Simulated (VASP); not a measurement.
# BN (F-43m) in VASP: a series of runs

The runs below take BN through single point, with PBEsol.

All numbers are computed with VASP 6.6.1; they aren't measurements. Logs are shortened: lines on timing, memory, paths and dates and some standing lists are left out, and cuts for length are marked.

**Measured values to compare with.**

A printed reference work, monograph reports, for a bulk crystal of BN at 300 K: band gap 6.4 eV (indirect).

The runs below are set against these values where they give the same quantity.

## Step 1: The cell of the first run

Symmetry: F-43m, No. 216, cubic system. The conventional cell has a = 3.591 Å, b = 3.591 Å, c = 3.591 Å, α = 90.00°, β = 90.00°, γ = 90.00°. B (site symmetry -43m) has 4 N at 1.56 Å within 2.1 Å. N (site symmetry -43m) has 4 B at 1.56 Å within 2.1 Å.

## Step 2: Single point, PBEsol

INCAR reads:

```
SYSTEM = BN
  PREC = Accurate
  ENCUT = 600
  EDIFF = 1E-6
  ISMEAR = 0
  SIGMA = 0.05
  LREAL = .FALSE.
  LASPH = .TRUE.
  NELM = 120
  ALGO = Normal
  ISIF = 2
  LWAVE = .FALSE.
  LCHARG = .FALSE.
  GGA = PS
  NBANDS = 11
  GGA_COMPAT = .FALSE.
```

KPOINTS reads:

```
Automatic mesh
0
G
  12 12 12
  0 0 0
```

POSCAR reads:

```
BN
1.0
    0.0000000000      1.7955922635      1.7955922635
    1.7955922635      0.0000000000      1.7955922635
    1.7955922635      1.7955922635      0.0000000000
B N
1 1
Direct
    0.0000000000      0.0000000000      0.0000000000
    0.7500000000      0.7500000000      0.7500000000
```

Potentials or basis: VASP PAW PBE potentials, release 64 (B, N).

The run is started by

```console
$ cat potpaw_PBE.64/B/POTCAR potpaw_PBE.64/N/POTCAR > POTCAR
$ mpirun -np 1 vasp_std > vasp.out
```

OUTCAR:

```text
SYSTEM = BN
   PREC = Accurate
   ENCUT = 600
   EDIFF = 1E-6
   ISMEAR = 0
   LREAL = .FALSE.
   LASPH = .TRUE.
   NELM = 120
   ISIF = 2
   GGA = PS

 ion  position               nearest neighbor table
   1  0.000  0.000  0.000-   2 1.56   2 1.56   2 1.56   2 1.56
   2  0.750  0.750  0.750-   1 1.56   1 1.56   1 1.56   1 1.56

  LATTYP: Found a face centered cubic cell.
 ALAT       =     3.5911845270

  Lattice vectors:

 A1 = (   0.0000000000,   1.7955922635,   1.7955922635)
 A2 = (   1.7955922635,   0.0000000000,   1.7955922635)
 A3 = (   1.7955922635,   1.7955922635,   0.0000000000)

Analysis of symmetry for initial positions (statically):
=====================================================================
 Subroutine PRICEL returns:
 Original cell was already a primitive cell.

 Routine SETGRP: Setting up the symmetry group for a
 face centered cubic supercell.

 Subroutine GETGRP returns: Found 24 space group operations
 (whereof 24 operations were pure point group operations)
 out of a pool of 48 trial point group operations.

The static configuration has the point symmetry T_d .

Analysis of symmetry for dynamics (positions and initial velocities):
=====================================================================
 Subroutine PRICEL returns:
 Original cell was already a primitive cell.

 Routine SETGRP: Setting up the symmetry group for a
 face centered cubic supercell.

 Subroutine GETGRP returns: Found 24 space group operations
 (whereof 24 operations were pure point group operations)
 out of a pool of 48 trial point group operations.

The dynamic configuration has the point symmetry T_d .

 Subroutine INISYM returns: Found 24 space group operations
 (whereof 24 operations are pure point group operations),
 and found     1 'primitive' translations

----------------------------------------------------------------------------------------

                                     Primitive cell

  volume of cell :      11.5785

  direct lattice vectors                    reciprocal lattice vectors
     0.000000000  1.795592263  1.795592263    -0.278459654  0.278459654  0.278459654
     1.795592263  0.000000000  1.795592263     0.278459654 -0.278459654  0.278459654
     1.795592263  1.795592263  0.000000000     0.278459654  0.278459654 -0.278459654

  length of vectors
     2.539350932  2.539350932  2.539350932     0.482306268  0.482306268  0.482306268

  position of ions in fractional coordinates (direct lattice)
     0.000000000  0.000000000  0.000000000
     0.750000000  0.750000000  0.750000000

  ion indices of the primitive-cell ions
   primitive index   ion index
                 1           1
                 2           2

----------------------------------------------------------------------------------------

 KPOINTS: Automatic mesh

Automatic generation of k-mesh.
 Grid dimensions read from file:
 generate k-points for:   12   12   12

 Generating k-lattice:

  Cartesian coordinates                     Fractional coordinates (reciprocal lattice)
    -0.023204971  0.023204971  0.023204971     0.083333333  0.000000000  0.000000000
     0.023204971 -0.023204971  0.023204971     0.000000000  0.083333333  0.000000000
     0.023204971  0.023204971 -0.023204971     0.000000000  0.000000000  0.083333333

  Length of vectors
     0.040192189  0.040192189  0.040192189

  Shift w.r.t. Gamma in fractional coordinates (k-lattice)
     0.000000000  0.000000000  0.000000000

 Subroutine IBZKPT returns following result:
 ===========================================

 Found     72 irreducible k-points:

 Following reciprocal coordinates:
            Coordinates               Weight
  0.000000  0.000000  0.000000      1.000000
  0.083333  0.000000  0.000000      8.000000
  0.166667  0.000000  0.000000      8.000000
  0.250000  0.000000  0.000000      8.000000
  0.333333  0.000000  0.000000      8.000000
  0.416667  0.000000  0.000000      8.000000
[... 16 lines left out ...]
  0.500000  0.166667  0.000000     24.000000
 -0.416667  0.166667  0.000000     24.000000
 [... further k-points ...]
   k-points           NKPTS =     72   k-points in BZ     NKDIM =     72   number of bands    NBANDS=     11
   number of dos      NEDOS =    301   number of ions     NIONS =      2
   total plane-waves  NPLWV =   8000
   dimension x,y,z NGX =    20 NGY =   20 NGZ =   20
   dimension x,y,z NGXF=    40 NGYF=   40 NGZF=   40
   ions per type =               1   1
   NGX,Y,Z   is equivalent  to a cutoff of  13.09, 13.09, 13.09 a.u.
   NGXF,Y,Z  is equivalent  to a cutoff of  26.19, 26.19, 26.19 a.u.
 SYSTEM =  BN
   PREC   = accura    normal or accurate (medium, high low for compatibility)
   ISTART =      0    job   : 0-new  1-cont  2-samecut
   ICHARG =      2    charge: 1-file 2-atom 10-const
   ISPIN  =      1    spin polarized calculation?
   LNONCOLLINEAR =      F non collinear calculations
   LSORBIT =      F    spin-orbit coupling
   LASPH  =      T    aspherical Exc in radial PAW
   ENCUT  =  600.0 eV  44.10 Ry    6.64 a.u.   5.07  5.07  5.07*2*pi/ulx,y,z
   NELM   =    120;   NELMIN=  2; NELMDL= -5     # of ELM steps
   EDIFF  = 0.1E-05   stopping-criterion for ELM
   LREAL  =      F    real-space projection
   EDIFFG = 0.1E-04   stopping-criterion for IOM
   NSW    =      0    number of steps for IOM
   IBRION =     -1    ionic relax: 0-MD 1-quasi-New 2-CG
   NFREE  =      0    steps in history (QN), initial steepest desc. (CG)
   ISIF   =      2    stress and relaxation
   ISYM   =      2    0-nonsym 1-usesym 2-fastsym
   POTIM  = 0.5000    time-step for ionic-motion
   TEBEG  =    0.0;   TEEND  =   0.0 temperature during run
   PSTRESS=    0.0 pullay stress
   NELECT =       8.0000    total number of electrons
   NUPDOWN=      -1.0000    fix difference up-down
   EMIN   =  10.00;   EMAX   =-10.00  energy-range for DOS
   EFERMI =   0.00;   METHOD = LEGACY
   ISMEAR =     0;   SIGMA  =   0.05  broadening in eV -4-tet -1-fermi 0-gaus
   EFERMI_NEDOS =   21; number of points for ismear=-14 and -15
   IALGO  =     38    algorithm
   IMIX   =      4    mixing-type and parameters
     AMIX     =   0.40;   BMIX     =  1.00
     AMIX_MAG =   1.60;   BMIX_MAG =  1.00
  volume/ion in A,a.u.               =       5.79        39.07
  Fermi-wavevector in a.u.,A,eV,Ry     =   1.447284  2.734970 28.499186  2.094631
  Thomas-Fermi vector in A             =   2.565256
   LORBIT       =      0    0 simple, 1 ext, 2 COOP (PROOUT), +10 PAW based schemes
   GGA     = PS    functional components
   LHFCALC =     F    Hartree Fock is set to
   AEXX    =    0.0000 exact exchange contribution
   IVDW    =     0    specifies the selected vdW correction
   LEPSILON=     F    determine dielectric tensor
   LRPA    =     F    only Hartree local field effects (RPA)
 non-spin polarized calculation
 Gauss-broadening in eV      SIGMA  =   0.05
  energy-cutoff  :      600.00
  volume of cell :       11.58
 maximum number of plane-waves:       397
   NGX = 11   NGY = 11   NGZ = 11

 number of electron       7.9999998 magnetization

 Free energy of the ion-electron system (eV)
  ---------------------------------------------------
  ext. energy  EPLUGINS =         0.00000000
  ---------------------------------------------------
  free energy    TOTEN  =       -18.34784781 eV

  energy without entropy =      -18.34784781  energy(sigma->0) =      -18.34784781

 E-fermi :   7.8285     XC(G=0): -13.1134

 val. band max:        7.6088700579   @ k =   0.0000   0.0000   0.0000
 cond. band min:      11.9059289448   @ k =   0.5000   0.5000   0.0000
 fundamental gap:      4.2970588869
 Fermi energy:         7.8285157214

 k-point     1 :       0.0000    0.0000    0.0000
  band No.  band energies     occupation
      1     -12.8721      2.00000
      2       7.6089      2.00000
      3       7.6089      2.00000
      4       7.6089      2.00000
      5      16.4634      0.00000
      6      16.4634      0.00000
      7      16.4634      0.00000
      8      18.1989      0.00000
      9      32.4922      0.00000
     10      35.5411      0.00000
     11      35.5411      0.00000

 k-point     2 :       0.0833    0.0000    0.0000
  band No.  band energies     occupation
      1     -12.6995      2.00000
      2       6.6774      2.00000
      3       7.4226      2.00000
      4       7.4226      2.00000
      5      16.6938      0.00000
      6      16.7453      0.00000
      7      16.7453      0.00000
      8      18.7563      0.00000
      9      32.2118      0.00000
     10      33.2024      0.00000
     11      33.2024      0.00000

 k-point     3 :       0.1667    0.0000    0.0000
  band No.  band energies     occupation
      1     -12.1877      2.00000
      2       4.5346      2.00000
      3       6.9706      2.00000
      4       6.9706      2.00000
      5      17.0515      0.00000
      6      17.3963      0.00000
      7      17.3963      0.00000
      8      20.0629      0.00000
      9      31.5582      0.00000
     10      31.6180      0.00000
     11      31.6180      0.00000

 k-point     4 :       0.2500    0.0000    0.0000
  band No.  band energies     occupation
      1     -11.3589      2.00000
      2       2.0165      2.00000
      3       6.4506      2.00000
      4       6.4506      2.00000
      5      17.3945      0.00000
      6      18.0082      0.00000
      7      18.0082      0.00000
      8      21.3501      0.00000
      9      31.0013      0.00000
     10      31.2192      0.00000
     11      31.2192      0.00000
[... 239 lines left out ...]
 k-point    22 :       0.4167    0.1667    0.0000
  band No.  band energies     occupation
      1      -9.3489      2.00000
      2      -0.7425      2.00000
      3       4.4095      2.00000
      4       4.5706      2.00000
      5      16.0886      0.00000
      6      20.1927      0.00000
      7      20.5973      0.00000
      8      21.4780      0.00000
      9      28.0419      0.00000
     10      34.0987      0.00000
     11      36.1637      0.00000

 k-point    23 :       0.5000    0.1667    0.0000
  band No.  band energies     occupation
      1      -8.3337      2.00000
      2      -2.3596      2.00000
      3       3.8078      2.00000
      4       4.6478      2.00000
      5      16.4321      0.00000
      6      20.1385      0.00000
      7      20.3355      0.00000
      8      22.8208      0.00000
      9      28.4125      0.00000
     10      34.3030      0.00000
     11      35.3631      0.00000

 k-point    24 :      -0.4167    0.1667    0.0000
  band No.  band energies     occupation
      1      -8.1359      2.00000
      2      -2.6435      2.00000
      3       3.3931      2.00000
      4       4.9731      2.00000
      5      16.8890      0.00000
      6      19.9301      0.00000
      7      19.9938      0.00000
      8      23.4661      0.00000
      9      28.7022      0.00000
     10      33.0425      0.00000
     11      34.5679      0.00000

 [... further k-points ...]
[... 5 lines left out ...]
  --------------------------------------------------------------------------------------
  -------------------------------------------------------------------------------------
  Total        0.3713574      0.3713574      0.3713574      0.0000000      0.0000000      0.0000000
  in kB       51.3865509     51.3865509     51.3865509      0.0000000      0.0000000      0.0000000
  external PRESSURE =      51.3865509 kB  Pullay stress =       0.0000000 kB

 VOLUME and BASIS-vectors are now :
 -----------------------------------------------------------------------------
  energy-cutoff  :      600.00
  volume of cell :       11.58
      direct lattice vectors                 reciprocal lattice vectors
     0.000000000  1.795592263  1.795592263    -0.278459654  0.278459654  0.278459654
     1.795592263  0.000000000  1.795592263     0.278459654 -0.278459654  0.278459654
     1.795592263  1.795592263  0.000000000     0.278459654  0.278459654 -0.278459654

 POSITION                                       TOTAL-FORCE (eV/Angst)
 -----------------------------------------------------------------------------------
      0.00000      0.00000      0.00000        -0.000000      0.000000      0.000000
      2.69339      2.69339      2.69339         0.000000     -0.000000     -0.000000
 -----------------------------------------------------------------------------------
    total drift:                               -0.000000     -0.000000     -0.000000

  FREE ENERGIE OF THE ION-ELECTRON SYSTEM (eV)
  ---------------------------------------------------
  free  energy   TOTEN  =       -18.3478478054 eV

  energy  without entropy=      -18.3478478054  energy(sigma->0) =      -18.34784781
```

Wall time 5.2 s (1 thread of Intel Xeon 6975P-C (Granite Rapids), shared host); peak memory 0.12 GiB.

Results:

```
Free energy            : -18.3478 eV
Pressure               : 5.1 GPa
Band gap on the k mesh : 4.30 eV, indirect (least direct gap 8.85 eV)
```

Caveat: the PAW data sets were made with another functional, which shifts forces and pressure a little.

(Part 1 of 2 ends here.)
